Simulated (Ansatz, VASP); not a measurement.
# BeS: VASP beside Ansatz

INCAR

```
ALGO = Normal
EDIFF = 1E-6
EDIFFG = -0.04
ENCUT = 600
GGA = PE
IBRION = 2
ISIF = 3
ISMEAR = 0
LASPH = True
LCHARG = False
LREAL = False
LWAVE = False
NELM = 80
NSW = 90
PREC = Accurate
SIGMA = 0.1
```

KPOINTS

```
k-points
0
Gamma
  6 6 6
```

The input POSCAR:

```
BeS
1.0
    0.0000000000      2.4381650070      2.4381650070
    2.4381650070      0.0000000000      2.4381650070
    2.4381650070      2.4381650070      0.0000000000
Be S
1 1
Direct
    0.2500000000      0.2500000000      0.2500000000
    0.0000000000      0.0000000000      0.0000000000
```

Input for Ansatz:

```yaml
crystal:
  lattice:
    - [0.0, 2.438165007, 2.438165007]
    - [2.438165007, 0.0, 2.438165007]
    - [2.438165007, 2.438165007, 0.0]
  atoms:
    - { symbol: Be, position: [0.25, 0.25, 0.25] }
    - { symbol: S, position: [0.0, 0.0, 0.0] }
basis:
  ecutwfc: 420
kpoints:
  mp_grid: { grid: [6, 6, 6] }
hamiltonian:
  xc: pbe
scf:
  occupations: { method: gaussian, width: 0.1 }
  lower_state_search: "off"
output:
  forces: true
  stress: true
  eigenvalues: true
relax:
  adjacent_minimum: "off"
  f_tol: 0.04
  max_steps: 70
  cell: { stress_tol: 0.4 }
```

Alike in both runs: task relaxation of cell and atoms; functional PBE; k mesh 6 × 6 × 6; occupations gaussian, width 0.1 eV; no spin polarisation.

```csv
,VASP,Ansatz
version,VASP 6.6.1,Ansatz 0.2.0
potentials or method,"VASP PAW PBE potentials, release 64 (Be, S)","scalar-relativistic, plane waves, PAW"
plane-wave cutoff (eV),600,420
valence electrons in the cell,8,8
```

|  | VASP | Ansatz | Ansatz less VASP |
| --- | --- | --- | --- |
| gap on the k mesh at the Fermi level, each at its own relaxed structure (eV) | 3.15 | 3.14 | -0.001 |
| relaxed volume (Å³/atom) | 14.49 | 14.49 | 0.000 |
| relaxed cell length with the largest relative difference (Å) | 3.448 | 3.448 | 0.0000 |

Caveats: the relaxation stopped at its first step, so nothing moved. A k mesh can miss the band edges.
